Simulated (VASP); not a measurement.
## Hf4C3: single point with PBEsol

Slab: Hf4C3, a slab with vacuum.

```
Hf C
1.0
     3.25787    0.00000    0.00000
    -1.62893    2.82140    0.00000
     0.00000    0.00000   24.98011
Hf C
4 3
Direct
  0.33333 0.66667 0.34027
  0.00000 0.00000 0.44676
  0.66667 0.33333 0.55004
  0.33333 0.66667 0.65340
  0.66667 0.33333 0.39351
  0.33333 0.66667 0.49968
  0.00000 0.00000 0.60852
```

The cell isn't the ideal one: clean slab, lower half held.

```json
{"Program": "VASP 6.6.1", "Task": "single point", "Functional": "PBEsol", "Potentials or basis": "VASP PAW PBE potentials, release 64 (Hf_pv, C)", "Cutoff": "520 eV", "k mesh": "9 × 9 × 1", "Occupations": "gaussian, width 0.1 eV", "Spin": "no spin polarisation", "Dipole correction": "yes", "Further INCAR settings": "ALGO = Normal; EDIFF = 1e-07; NBANDS = 35"}
```

```yaml
Largest_force: 1.820 eV/Å
Band_gap_on_the_k_mesh: none (metal or under the smearing width)
```

Forces on the atoms (eV/Å):
```
Hf   0.000  0.000  1.820
Hf   0.000  0.000 -0.041
Hf   0.000  0.000  0.010
Hf   0.000  0.000 -0.037
C    0.000  0.000 -1.757
C    0.000  0.000  0.000
C    0.000  0.000  0.004
```

Levels at points of the mesh, in eV from the Fermi level:
| k point | band 23 | band 24 | band 25 | band 26 | band 27 | band 28 | band 29 | band 30 |
| --- | --- | --- | --- | --- | --- | --- | --- | --- |
| (0.00, 0.00, 0.00) | -1.09 | -1.09 | -0.77 | -0.46 | 0.80 | 1.12 | 1.12 | 2.07 |

Run time: 4.7 min on 1 thread of Intel(R) Xeon(R) Platinum 8488C (Sapphire Rapids), on a shared host, peak memory 0.36 GiB.

Caveat: the PAW data sets were made with another functional, which shifts forces and pressure a little. The run has no spin-orbit coupling, so splittings on Hf are missing.
